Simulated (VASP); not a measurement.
## WC: single point with PBE

WC:

```
W C
1.0
     2.91273   -0.02417    0.03272
     1.44538   -2.62486   -2.89529
     1.40352    2.39397   -2.71174
W C
2 2
Direct
  0.00430 0.99645 0.00039
  0.49408 0.50270 0.50063
  0.75270 0.58330 0.91817
  0.24893 0.08422 0.41414
```

The cell isn't the ideal one: cell sheared at random, sigma 0.03, atoms nudged by 0.01 Å.

* Program: VASP 6.6.1
* Task: single point
* Functional: PBE
* Potentials or basis: VASP PAW PBE potentials, release 64 (W_sv, C)
* Cutoff: 520 eV
* k mesh: 10 × 7 × 7
* Occupations: fermi-dirac, width 0.05 eV
* Spin: no spin polarisation

```json
{
  "Pressure": "12.6 GPa",
  "Largest force": "0.634 eV/Å",
  "Band gap on the k mesh": "none (metal or under the smearing width)"
}
```

Forces in eV/Å, atoms in the order of the input:
```
W   -0.481 -0.267 -0.312
W    0.233  0.478  0.346
C   -0.066 -0.212  0.131
C    0.314  0.002 -0.164
```

Stress tensor (GPa, compression positive):
```
  9.05   5.17  -7.54
  5.17  13.06 -23.44
 -7.54 -23.44  15.83
```

Levels at points of the mesh, in eV from the Fermi level:
```csv
k point,band 14,band 15,band 16,band 17,band 18,band 19,band 20,band 21,band 22,band 23
"(0.00, 0.00, 0.00)",-4.30,-3.61,-3.36,0.11,0.42,2.87,3.01,4.34,5.29,5.72
"(0.50, 0.00, 0.00)",-5.11,-3.71,-3.66,-1.33,-1.15,2.98,3.21,4.45,4.46,6.11
```

Run time: 4 min on 1 thread of Intel(R) Xeon(R) Platinum 8259CL CPU @ 2.50GHz (Skylake/Cascade Lake), with other jobs on the host, peak memory 0.33 GiB.

Spin-orbit coupling is left out, which matters for the levels of W.
